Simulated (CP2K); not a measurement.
Here is a CP2K 2026.2 calculation.

bete_bands.inp

```
&GLOBAL
  PROJECT bete_bands
  RUN_TYPE ENERGY_FORCE
  PRINT_LEVEL LOW
&END GLOBAL
&FORCE_EVAL
  METHOD QS
  STRESS_TENSOR ANALYTICAL
  &DFT
    BASIS_SET_FILE_NAME BASIS_MOLOPT_UZH
    POTENTIAL_FILE_NAME GTH_SOC_POTENTIALS
    &MGRID
      CUTOFF 850
      REL_CUTOFF 60
      NGRIDS 4
    &END MGRID
    &QS
      METHOD GPW
      EPS_DEFAULT 1.0E-9
    &END QS
    &KPOINTS
      SCHEME MONKHORST-PACK 8 8 8
      GAMMA_CENTERED T
    &END KPOINTS
    &SCF
      SCF_GUESS ATOMIC
      EPS_SCF 1.0E-6
      MAX_SCF 100
      ADDED_MOS 10
      CHOLESKY OFF
      EPS_EIGVAL 1.0E-7
      &DIAGONALIZATION ON
        ALGORITHM STANDARD
      &END DIAGONALIZATION
      &MIXING ON
        METHOD BROYDEN_MIXING
        ALPHA 0.4
        BETA 1.5
        NBUFFER 8
      &END MIXING
      &SMEAR ON
        METHOD FERMI_DIRAC
        ELECTRONIC_TEMPERATURE [K] 1160.452
      &END SMEAR
    &END SCF
    &XC
      &XC_FUNCTIONAL PBE
      &END XC_FUNCTIONAL
    &END XC
    &PRINT
      &KPOINTS ON
      &END KPOINTS
      &MULLIKEN ON
      &END MULLIKEN
      &MO ON
        ENERGIES T
        OCCUPATION_NUMBERS T
        &EACH
          QS_SCF 0
        &END EACH
        ADD_LAST NUMERIC
      &END MO
    &END PRINT
  &END DFT
  &PROPERTIES
    &BANDSTRUCTURE ON
      &BANDSTRUCTURE_PATH
        NPOINTS 8
        SPECIAL_POINT GAMMA 0.00000000 0.00000000 0.00000000
        SPECIAL_POINT X 0.50000000 0.00000000 0.50000000
        SPECIAL_POINT W 0.50000000 0.25000000 0.75000000
        SPECIAL_POINT K 0.37500000 0.37500000 0.75000000
        SPECIAL_POINT GAMMA 0.00000000 0.00000000 0.00000000
        SPECIAL_POINT L 0.50000000 0.50000000 0.50000000
        SPECIAL_POINT U 0.62500000 0.25000000 0.62500000
        SPECIAL_POINT W 0.50000000 0.25000000 0.75000000
        SPECIAL_POINT L 0.50000000 0.50000000 0.50000000
        SPECIAL_POINT K 0.37500000 0.37500000 0.75000000
      &END BANDSTRUCTURE_PATH
      &SOC ON
      &END SOC
    &END BANDSTRUCTURE
  &END PROPERTIES
  &SUBSYS
    &CELL
      ABC 3.9173715678 3.9173715678 3.9173715678
      ALPHA_BETA_GAMMA 59.9999999997 59.9999999998 60.0000000002
      PERIODIC XYZ
    &END CELL
    &COORD
      Te  5.8760573517 3.3925432938 2.3988903685
      Be  0.0000000000 0.0000000000 0.0000000000
    &END COORD
    &KIND Te
      BASIS_SET TZVP-MOLOPT-PBE-GTH-q6
      POTENTIAL GTH-PBE-q6
    &END KIND
    &KIND Be
      BASIS_SET TZVP-MOLOPT-PBE-GTH-q4
      POTENTIAL GTH-PBE-q4
    &END KIND
    &PRINT
      &ATOMIC_COORDINATES ON
      &END ATOMIC_COORDINATES
      &CELL ON
      &END CELL
    &END PRINT
  &END SUBSYS
  &PRINT
    &FORCES ON
    &END FORCES
    &STRESS_TENSOR ON
    &END STRESS_TENSOR
  &END PRINT
&END FORCE_EVAL
```

Potentials or basis: GTH_SOC_POTENTIALS Te GTH-PBE-q6, Be GTH-PBE-q4; TZVP-MOLOPT-PBE-GTH basis.

Run with:

```console
$ OMP_NUM_THREADS=2 cp2k.psmp -i bete_bands.inp -o bete_bands.out
```

Estimate the pressure.

5.5 GPa.

What does it give for the band gap along the path?

2.24 eV, indirect (least direct gap 3.59 eV).

Estimate the Mulliken charges.

Te -0.35; Be +0.35 e.

Caveat: the basis of atomic orbitals isn't converged, which shifts pressures, moduli and gaps.
